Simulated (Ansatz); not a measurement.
## MgB2: distorted cells

Theory: Ansatz, DFT PBEsol, scalar-relativistic, plane waves, PAW.

Settings: cutoff 420 eV, Γ-centred mesh 15×15×12 on the computed 3-atom cell, Gaussian smearing of 0.10 eV; no spin polarisation.

Reference cell:

```xyz
3
Lattice="3.0850 0.0000 0.0000 -1.5425 2.6717 0.0000 0.0000 0.0000 3.5230" Properties=species:S:1:pos:R:3 pbc="T T T"
Mg    0.0000    0.0000    0.0000
B     0.0000    1.7811    1.7615
B     1.5425    0.8906    1.7615
```

Each variant moves atoms of this cell by the vectors given, if any (Å), and then applies a symmetric strain (tensor components, Cartesian axes). The reference cell isn't relaxed at this level. Energies are per atom at zero smearing, counted from the reference cell. Pressure is positive in compression.

1. strain (xx yy zz yz xz xy, %) 4.61 4.61 -4.40 0.00 0.00 0.00
2. strain (xx yy zz yz xz xy, %) -2.83 -2.83 -1.33 0.00 0.00 0.00
3. strain (xx yy zz yz xz xy, %) 5.59 5.59 -3.41 0.00 0.00 0.00
4. strain (xx yy zz yz xz xy, %) 2.28 2.28 8.28 0.00 0.00 0.00
5. strain (xx yy zz yz xz xy, %) -0.24 -0.24 2.76 0.00 0.00 0.00
6. strain (xx yy zz yz xz xy, %) 0.66 0.66 3.67 0.00 0.00 0.00
7. strain (xx yy zz yz xz xy, %) 1.62 1.62 3.12 0.00 0.00 0.00
8. strain (xx yy zz yz xz xy, %) 2.85 2.85 8.86 0.00 0.00 0.00
9. strain (xx yy zz yz xz xy, %) 0.77 0.77 3.77 0.00 0.00 0.00
10. strain (xx yy zz yz xz xy, %) -0.82 -0.82 -2.32 0.00 0.00 0.00
11. strain (xx yy zz yz xz xy, %) -4.10 -4.10 1.90 0.00 0.00 0.00
12. strain (xx yy zz yz xz xy, %) 3.19 3.19 6.19 0.00 0.00 0.00

The reference cell has pressure -3.15 GPa, largest force 0.000 eV/Å and gap none (metal).

```tsv
variant	ΔE (meV/atom)	P (GPa)	largest force (eV/Å)	gap on mesh (eV)	space group
1	71.5	-12.04	0.00	0	P6/mmm
2	12.4	9.23	0.00	0	P6/mmm
3	95.9	-15.16	0.00	0	P6/mmm
4	?	?	?	?	?
5	7.5	-5.04	0.00	0	P6/mmm
6	?	?	?	?	?
7	?	?	?	?	?
8	104.6	-16.89	0.00	0	P6/mmm
9	20.6	-8.87	0.00	0	P6/mmm
10	0.4	2.44	0.00	0	P6/mmm
11	37.3	10.56	0.00	0	P6/mmm
12	?	?	?	?	?
```

Problem. Give the withheld rows.

Solution.
```tsv
variant	ΔE (meV/atom)	P (GPa)	largest force (eV/Å)	gap on mesh (eV)	space group
4	86.2	-15.40	0.00	0	P6/mmm
6	19.0	-8.51	0.00	0	P6/mmm
7	26.7	-10.71	0.00	0	P6/mmm
12	80.3	-16.34	0.00	0	P6/mmm
```